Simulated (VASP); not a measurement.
# CoSi (P2_13) in VASP: settings compared, part 2 of 3

VASP 6.6.1. The steps go on from the part before.

### 3 Band structure, PBE, collinear spin, ferromagnetic start

INCAR

```
  ALGO = Normal
  EDIFF = 1E-6
  ENCUT = 520
  GGA = PE
  ISIF = 2
  ISMEAR = -1
  ISPIN = 2
  LASPH = True
  LCHARG = False
  LMAXMIX = 4
  LORBIT = 11
  LREAL = False
  LWAVE = False
  MAGMOM = 2 2 2 2 0 0 0 0
  NBANDS = 40
  NELM = 120
  PREC = Accurate
  SIGMA = 0.05
```

KPOINTS

```
k-points
0
Gamma
  6 6 6
```

POSCAR

```
CoSi
1.0
    4.4380000000      0.0000000000      0.0000000000
    0.0000000000      4.4380000000      0.0000000000
    0.0000000000      0.0000000000      4.4380000000
Co Si
4 4
Direct
    0.8600000000      0.6400000000      0.3600000000
    0.6400000000      0.3600000000      0.8600000000
    0.3600000000      0.8600000000      0.6400000000
    0.1400000000      0.1400000000      0.1400000000
    0.1570000000      0.3430000000      0.6570000000
    0.3430000000      0.6570000000      0.1570000000
    0.6570000000      0.1570000000      0.3430000000
    0.8430000000      0.8430000000      0.8430000000
```

KPOINTS_OPT

```
path GXMGRX,MR
15
line-mode
reciprocal
 0.0000000000  0.0000000000  0.0000000000  G
 0.0000000000  0.5000000000  0.0000000000  X

 0.0000000000  0.5000000000  0.0000000000  X
 0.5000000000  0.5000000000  0.0000000000  M

 0.5000000000  0.5000000000  0.0000000000  M
 0.0000000000  0.0000000000  0.0000000000  G

 0.0000000000  0.0000000000  0.0000000000  G
 0.5000000000  0.5000000000  0.5000000000  R

 0.5000000000  0.5000000000  0.5000000000  R
 0.0000000000  0.5000000000  0.0000000000  X

 0.5000000000  0.5000000000  0.0000000000  M
 0.5000000000  0.5000000000  0.5000000000  R
```

Potentials or basis: VASP PAW PBE potentials, release 64 (Co, Si).

The run is started by

```bash
$ cat potpaw_PBE.64/Co/POTCAR potpaw_PBE.64/Si/POTCAR > POTCAR
$ mpirun -np 1 vasp_std > vasp.out
```

OUTCAR:

```text
EDIFF = 1E-6
   ENCUT = 520
   GGA = PE
   ISIF = 2
   ISMEAR = -1
   ISPIN = 2
   LASPH = True
   LORBIT = 11
   LREAL = False
   NELM = 120
   PREC = Accurate

 ion  position               nearest neighbor table
   1  0.860  0.640  0.360-   5 2.28   6 2.33   7 2.33   8 2.33   7 2.47   8 2.47   6 2.47   2 2.72
                             2 2.72   4 2.72   4 2.72   3 2.72   3 2.72
   2  0.640  0.360  0.860-   6 2.28   5 2.33   7 2.33   8 2.33   5 2.47   7 2.47   8 2.47   1 2.72
                             1 2.72   3 2.72   3 2.72   4 2.72   4 2.72
   3  0.360  0.860  0.640-   7 2.28   6 2.33   5 2.33   8 2.33   6 2.47   5 2.47   8 2.47   4 2.72
                             2 2.72   2 2.72   4 2.72   1 2.72   1 2.72
   4  0.140  0.140  0.140-   8 2.28   6 2.33   7 2.33   5 2.33   6 2.47   5 2.47   7 2.47   1 2.72
                             3 2.72   3 2.72   1 2.72   2 2.72   2 2.72
   5  0.157  0.343  0.657-   1 2.28   2 2.33   3 2.33   4 2.33   3 2.47   4 2.47   2 2.47   8 2.75
                             6 2.75   6 2.75   8 2.75   7 2.75   7 2.75
   6  0.343  0.657  0.157-   2 2.28   1 2.33   3 2.33   4 2.33   1 2.47   3 2.47   4 2.47   8 2.75
                             5 2.75   5 2.75   7 2.75   7 2.75   8 2.75
   7  0.657  0.157  0.343-   3 2.28   2 2.33   1 2.33   4 2.33   2 2.47   1 2.47   4 2.47   8 2.75
                             8 2.75   5 2.75   6 2.75   6 2.75   5 2.75
   8  0.843  0.843  0.843-   4 2.28   2 2.33   3 2.33   1 2.33   2 2.47   1 2.47   3 2.47   5 2.75
                             6 2.75   7 2.75   7 2.75   5 2.75   6 2.75

  LATTYP: Found a simple cubic cell.
 ALAT       =     4.4380000000

  Lattice vectors:

 A1 = (   4.4380000000,   0.0000000000,   0.0000000000)
 A2 = (   0.0000000000,   4.4380000000,   0.0000000000)
 A3 = (   0.0000000000,   0.0000000000,   4.4380000000)

Analysis of symmetry for initial positions (statically):
=====================================================================
 Subroutine PRICEL returns:
 Original cell was already a primitive cell.
[... 1193 lines left out ...]
 Fermi energy:        12.0905712879

 spin component 2

 k-point     1 :       0.0000    0.0000    0.0000
  band No.  band energies     occupation
      1      -1.5954      1.00000
      2       3.8864      1.00000
      3       3.8864      1.00000
      4       3.8864      1.00000
      5       6.5957      1.00000
      6       6.5957      1.00000
[... 973 lines left out ...]
     37      19.8108      0.00000
     38      19.8108      0.00000
 [bands above 38 left out]

------------------------ aborting loop because EDIFF is reached ----------------------------------------

  FORCE on cell =-STRESS in cart. coord.  units (eV):
  Direction    XX          YY          ZZ          XY          YZ          ZX
  --------------------------------------------------------------------------------------
  -------------------------------------------------------------------------------------
  Total       -0.1828615     -0.1828615     -0.1828615      0.0000000      0.0000000      0.0000000
  in kB       -3.3517457     -3.3517457     -3.3517457      0.0000000      0.0000000      0.0000000
  external PRESSURE =      -3.3517457 kB  Pullay stress =       0.0000000 kB

 VOLUME and BASIS-vectors are now :
 -----------------------------------------------------------------------------
  energy-cutoff  :      520.00
  volume of cell :       87.41
      direct lattice vectors                 reciprocal lattice vectors
     4.438000000  0.000000000  0.000000000     0.225326724  0.000000000  0.000000000
     0.000000000  4.438000000  0.000000000     0.000000000  0.225326724  0.000000000
     0.000000000  0.000000000  4.438000000     0.000000000  0.000000000  0.225326724

 POSITION                                       TOTAL-FORCE (eV/Angst)
 -----------------------------------------------------------------------------------
      3.81668      2.84032      1.59768        -0.155957      0.155957     -0.155957
      2.84032      1.59768      3.81668         0.155957     -0.155957     -0.155957
      1.59768      3.81668      2.84032        -0.155957     -0.155957      0.155957
      0.62132      0.62132      0.62132         0.155957      0.155957      0.155957
      0.69677      1.52223      2.91577         0.020827     -0.020827      0.020827
      1.52223      2.91577      0.69677        -0.020827      0.020827      0.020827
      2.91577      0.69677      1.52223         0.020827      0.020827     -0.020827
      3.74123      3.74123      3.74123        -0.020827     -0.020827     -0.020827
 -----------------------------------------------------------------------------------
    total drift:                               -0.000000      0.000000      0.000000

  FREE ENERGIE OF THE ION-ELECTRON SYSTEM (eV)
  ---------------------------------------------------
  free  energy   TOTEN  =       -54.7323704801 eV

  energy  without entropy=      -54.7177950263  energy(sigma->0) =      -54.72508275

 total charge

# of ion       s       p       d       tot
------------------------------------------
    1        0.434   0.616   7.565   8.614
    2        0.434   0.616   7.565   8.614
    3        0.434   0.616   7.565   8.614
    4        0.434   0.616   7.565   8.614
    5        0.728   0.882   0.000   1.609
    6        0.728   0.882   0.000   1.609
    7        0.728   0.882   0.000   1.609
    8        0.728   0.882   0.000   1.609
--------------------------------------------------
tot          4.647   5.989  30.258  40.894

 magnetization (x)

# of ion       s       p       d       tot
------------------------------------------
    1        0.000   0.000  -0.000  -0.000
    2        0.000   0.000  -0.000  -0.000
    3        0.000   0.000  -0.000  -0.000
    4        0.000   0.000  -0.000  -0.000
    5        0.000   0.000   0.000   0.000
    6        0.000   0.000   0.000   0.000
    7        0.000   0.000   0.000   0.000
    8        0.000   0.000   0.000   0.000
--------------------------------------------------
tot          0.000   0.000  -0.000  -0.000
```

OSZICAR:

```text
N       E                     dE             d eps       ncg     rms          rms(c)
DAV:   1     0.349338950902E+03    0.34934E+03   -0.21374E+04  3840   0.148E+03
DAV:   2    -0.305420443149E+02   -0.37988E+03   -0.35643E+03  3840   0.334E+02
DAV:   3    -0.584069840079E+02   -0.27865E+02   -0.26214E+02  4440   0.107E+02
[... 44 lines left out ...]
       N       E                     dE             ncg
DAV:   1     0.234340853791E+05   -0.14309E+05     2880
DAV:   2     0.168287555809E+05   -0.66053E+04     2880
DAV:   3     0.163677110024E+05   -0.46104E+03     3472
DAV:   4     0.163552411555E+05   -0.12470E+02     3408
DAV:   5     0.163547979738E+05   -0.44318E+00     3816
DAV:   6     0.163547797081E+05   -0.18266E-01     4008
DAV:   7     0.163547795434E+05   -0.16470E-03     3808
DAV:   8     0.163547795401E+05   -0.33187E-05     2840
DAV:   9     0.163547795397E+05   -0.36036E-06     2072
```

Wall time 9.4 min (1 thread of AMD EPYC 7R43 (Zen 3), shared host); peak memory 0.35 GiB.

Results:

```
Free energy                                           : -54.7324 eV
Pressure                                              : -0.3 GPa
Largest force                                         : 0.270 eV/Å
Band gap along the path                               : none (metal or under the smearing width)
Net moment                                            : 0.00 μB per cell
Valence electrons inside the program's atomic spheres : Co 8.61; Si 1.61
```

Forces on the atoms (eV/Å):
```
Co  -0.156  0.156 -0.156
Co   0.156 -0.156 -0.156
Co  -0.156 -0.156  0.156
Co   0.156  0.156  0.156
Si   0.021 -0.021  0.021
Si  -0.021  0.021  0.021
Si   0.021  0.021 -0.021
Si  -0.021 -0.021 -0.021
```

Levels at the corners of the path, in eV from the Fermi level:
Spin up:
```tsv
point	band 22	band 23	band 24	band 25	band 26	band 27	band 28	band 29	band 30	band 31
Γ	-0.94	-0.81	-0.81	-0.05	-0.05	-0.05	2.42	2.42	2.42	2.89
X	-1.08	-0.71	-0.71	-0.51	-0.51	0.95	0.95	1.42	1.42	4.26
X	-1.08	-0.71	-0.71	-0.51	-0.51	0.95	0.95	1.42	1.42	4.26
M	-1.55	-1.05	-1.05	-0.07	-0.07	0.52	0.52	1.95	1.95	2.44
M	-1.55	-1.05	-1.05	-0.07	-0.07	0.52	0.52	1.95	1.95	2.44
Γ	-0.94	-0.81	-0.81	-0.05	-0.05	-0.05	2.42	2.42	2.42	2.89
Γ	-0.94	-0.81	-0.81	-0.05	-0.05	-0.05	2.42	2.42	2.42	2.89
R	-1.26	-1.26	-1.26	-0.25	-0.25	-0.25	-0.25	5.29	5.29	5.29
R	-1.26	-1.26	-1.26	-0.25	-0.25	-0.25	-0.25	5.29	5.29	5.29
X	-1.08	-0.71	-0.71	-0.51	-0.51	0.95	0.95	1.42	1.42	4.26
M	-1.55	-1.05	-1.05	-0.07	-0.07	0.52	0.52	1.95	1.95	2.44
R	-1.26	-1.26	-1.26	-0.25	-0.25	-0.25	-0.25	5.29	5.29	5.29
```
Spin down:
| point | band 24 | band 25 | band 26 | band 27 | band 28 | band 29 |
| --- | --- | --- | --- | --- | --- | --- |
| Γ | -0.81 | -0.05 | -0.05 | -0.05 | 2.42 | 2.42 |
| X | -0.71 | -0.51 | -0.51 | 0.95 | 0.95 | 1.42 |
| X | -0.71 | -0.51 | -0.51 | 0.95 | 0.95 | 1.42 |
| M | -1.05 | -0.07 | -0.07 | 0.52 | 0.52 | 1.95 |
| M | -1.05 | -0.07 | -0.07 | 0.52 | 0.52 | 1.95 |
| Γ | -0.81 | -0.05 | -0.05 | -0.05 | 2.42 | 2.42 |
| Γ | -0.81 | -0.05 | -0.05 | -0.05 | 2.42 | 2.42 |
| R | -1.26 | -0.25 | -0.25 | -0.25 | -0.25 | 5.29 |
| R | -1.26 | -0.25 | -0.25 | -0.25 | -0.25 | 5.29 |
| X | -0.71 | -0.51 | -0.51 | 0.95 | 0.95 | 1.42 |
| M | -1.05 | -0.07 | -0.07 | 0.52 | 0.52 | 1.95 |
| R | -1.26 | -0.25 | -0.25 | -0.25 | -0.25 | 5.29 |

Caveat: the starting moments collapsed, and a magnetic state may lie lower.

### 4 Band structure, LDA, collinear spin, ferromagnetic start

INCAR

```
SYSTEM = CoSi
PREC = Accurate ; ENCUT = 520
EDIFF = 1E-6 ; ISMEAR = -1
SIGMA = 0.05 ; LREAL = .FALSE.
LASPH = .TRUE. ; NELM = 150
ALGO = Normal ; ISIF = 2
LWAVE = .FALSE. ; LCHARG = .FALSE.
ISPIN = 2 ; MAGMOM = 2 2 2 2 0 0 0 0
LORBIT = 11 ; LMAXMIX = 4
NBANDS = 40
```

KPOINTS

```
regular mesh
0
G
  6 6 6
  0 0 0
```

POSCAR is that of step 3.

KPOINTS_OPT is that of step 3.

Potentials or basis: VASP PAW LDA potentials, release 64 (Co, Si).

The run is started by

```bash
$ cat potpaw_LDA.64/Co/POTCAR potpaw_LDA.64/Si/POTCAR > POTCAR
$ mpirun -np 1 vasp_std > vasp.out
```

OUTCAR:

```text
SYSTEM = CoSi
   PREC = Accurate
   ENCUT = 520
   EDIFF = 1E-6
   ISMEAR = -1
   LREAL = .FALSE.
   LASPH = .TRUE.
   NELM = 150
   ISIF = 2
   ISPIN = 2
   LORBIT = 11

 ion  position               nearest neighbor table
   1  0.860  0.640  0.360-   5 2.28   6 2.33   7 2.33   8 2.33   7 2.47   8 2.47   6 2.47   2 2.72
                             2 2.72   4 2.72   4 2.72   3 2.72   3 2.72
   2  0.640  0.360  0.860-   6 2.28   5 2.33   7 2.33   8 2.33   5 2.47   7 2.47   8 2.47   1 2.72
                             1 2.72   3 2.72   3 2.72   4 2.72   4 2.72
   3  0.360  0.860  0.640-   7 2.28   6 2.33   5 2.33   8 2.33   6 2.47   5 2.47   8 2.47   4 2.72
                             2 2.72   2 2.72   4 2.72   1 2.72   1 2.72
   4  0.140  0.140  0.140-   8 2.28   6 2.33   7 2.33   5 2.33   6 2.47   5 2.47   7 2.47   1 2.72
                             3 2.72   3 2.72   1 2.72   2 2.72   2 2.72
   5  0.157  0.343  0.657-   1 2.28   2 2.33   3 2.33   4 2.33   3 2.47   4 2.47   2 2.47   8 2.75
                             6 2.75   6 2.75   8 2.75   7 2.75   7 2.75
   6  0.343  0.657  0.157-   2 2.28   1 2.33   3 2.33   4 2.33   1 2.47   3 2.47   4 2.47   8 2.75
                             5 2.75   5 2.75   7 2.75   7 2.75   8 2.75
   7  0.657  0.157  0.343-   3 2.28   2 2.33   1 2.33   4 2.33   2 2.47   1 2.47   4 2.47   8 2.75
                             8 2.75   5 2.75   6 2.75   6 2.75   5 2.75
[... 2229 lines left out ...]

  FREE ENERGIE OF THE ION-ELECTRON SYSTEM (eV)
  ---------------------------------------------------
  free  energy   TOTEN  =       -62.4282983445 eV

  energy  without entropy=      -62.4136771427  energy(sigma->0) =      -62.42098774

 total charge

# of ion       s       p       d       tot
------------------------------------------
    1        0.436   0.613   7.588   8.637
    2        0.436   0.613   7.588   8.637
    3        0.436   0.613   7.588   8.637
    4        0.436   0.613   7.588   8.637
    5        0.734   0.886   0.000   1.620
    6        0.734   0.886   0.000   1.620
    7        0.734   0.886   0.000   1.620
    8        0.734   0.886   0.000   1.620
--------------------------------------------------
tot          4.681   5.998  30.351  41.031

 magnetization (x)

# of ion       s       p       d       tot
------------------------------------------
    1        0.000   0.000  -0.000  -0.000
    2        0.000   0.000  -0.000  -0.000
    3        0.000   0.000  -0.000  -0.000
    4        0.000   0.000  -0.000  -0.000
    5        0.000   0.000   0.000   0.000
    6        0.000   0.000   0.000   0.000
    7        0.000   0.000   0.000   0.000
    8        0.000   0.000   0.000   0.000
--------------------------------------------------
tot          0.000   0.000  -0.000  -0.000
```

It took 12 min on 1 thread of AMD EPYC 7R43 (Zen 3), shared host; peak memory 0.31 GiB.

Results:

```
Free energy                                           : -62.4283 eV
Pressure                                              : -12.4 GPa
Largest force                                         : 0.161 eV/Å
Band gap along the path                               : none (metal or under the smearing width)
Net moment                                            : 0.00 μB per cell
Valence electrons inside the program's atomic spheres : Co 8.64; Si 1.62
```

Forces on the atoms (eV/Å):
```
Co  -0.093  0.093 -0.093
Co   0.093 -0.093 -0.093
Co  -0.093 -0.093  0.093
Co   0.093  0.093  0.093
Si   0.070 -0.070  0.070
Si  -0.070  0.070  0.070
Si   0.070  0.070 -0.070
Si  -0.070 -0.070 -0.070
```

Levels at the corners of the path, in eV from the Fermi level:
Spin up:
```tsv
point	band 23	band 24	band 25	band 26	band 27	band 28	band 29	band 30
Γ	-0.81	-0.81	-0.05	-0.05	-0.05	2.43	2.43	2.43
X	-0.70	-0.70	-0.51	-0.51	0.97	0.97	1.42	1.42
X	-0.70	-0.70	-0.51	-0.51	0.97	0.97	1.42	1.42
M	-1.04	-1.04	-0.06	-0.06	0.53	0.53	1.95	1.95
M	-1.04	-1.04	-0.06	-0.06	0.53	0.53	1.95	1.95
Γ	-0.81	-0.81	-0.05	-0.05	-0.05	2.43	2.43	2.43
Γ	-0.81	-0.81	-0.05	-0.05	-0.05	2.43	2.43	2.43
R	-1.26	-1.26	-0.26	-0.26	-0.26	-0.26	5.27	5.27
R	-1.26	-1.26	-0.26	-0.26	-0.26	-0.26	5.27	5.27
X	-0.70	-0.70	-0.51	-0.51	0.97	0.97	1.42	1.42
M	-1.04	-1.04	-0.06	-0.06	0.53	0.53	1.95	1.95
R	-1.26	-1.26	-0.26	-0.26	-0.26	-0.26	5.27	5.27
```
Spin down:
| point | band 24 | band 25 | band 26 | band 27 | band 28 | band 29 |
| --- | --- | --- | --- | --- | --- | --- |
| Γ | -0.81 | -0.05 | -0.05 | -0.05 | 2.43 | 2.43 |
| X | -0.70 | -0.51 | -0.51 | 0.97 | 0.97 | 1.42 |
| X | -0.70 | -0.51 | -0.51 | 0.97 | 0.97 | 1.42 |
| M | -1.04 | -0.06 | -0.06 | 0.53 | 0.53 | 1.95 |
| M | -1.04 | -0.06 | -0.06 | 0.53 | 0.53 | 1.95 |
| Γ | -0.81 | -0.05 | -0.05 | -0.05 | 2.43 | 2.43 |
| Γ | -0.81 | -0.05 | -0.05 | -0.05 | 2.43 | 2.43 |
| R | -1.26 | -0.26 | -0.26 | -0.26 | -0.26 | 5.27 |
| R | -1.26 | -0.26 | -0.26 | -0.26 | -0.26 | 5.27 |
| X | -0.70 | -0.51 | -0.51 | 0.97 | 0.97 | 1.42 |
| M | -1.04 | -0.06 | -0.06 | 0.53 | 0.53 | 1.95 |
| R | -1.26 | -0.26 | -0.26 | -0.26 | -0.26 | 5.27 |

Caveat: the starting moments collapsed, and a magnetic state may lie lower.

(Part 2 of 3 ends here.)
